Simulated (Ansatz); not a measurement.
Crystal: Te.

```
Te
1.0
     4.45400    0.00000    0.00000
    -2.22700    3.85728    0.00000
     0.00000    0.00000    5.92400
Te
3
Direct
  0.73100 0.73100 0.00000
  0.00000 0.26900 0.66667
  0.26900 0.00000 0.33333
```

Base run:

```yaml
Program: Ansatz 0.2.0
Functional: HSE06 form with a typed share of exact exchange
Potentials_or_basis: Ansatz PAW
Cutoff: "420 eV (not typed: the program's choice for these potentials)"
k_mesh: 4 × 4 × 3
Occupations: fermi-dirac, width 0.05 eV
Spin: no spin polarisation
```

Its results: band gap on the k mesh 0.94 eV, indirect (least direct gap 1.16 eV); pressure 0.7 GPa; largest force 0.054 eV/Å.

Task: The run is repeated on the same cell with these changes: screening (1/å) from 0.6 to 0.3. What comes out?

Result: Band gap on the k mesh 1.15 eV, indirect (least direct gap 1.36 eV); pressure 0.0 GPa; largest force 0.229 eV/Å.

Caveats: odd divisions of the mesh miss points on the zone boundary, where band edges often lie, so the gap on the mesh can be too wide; spin-orbit coupling is left out, which moves the levels of the heavy elements; the PAW data sets come from PBE, with cores solved anew for the run's functional, which leaves a small shift of forces and pressure; the thresholds are loose for stress.

A k mesh can miss the band edges.
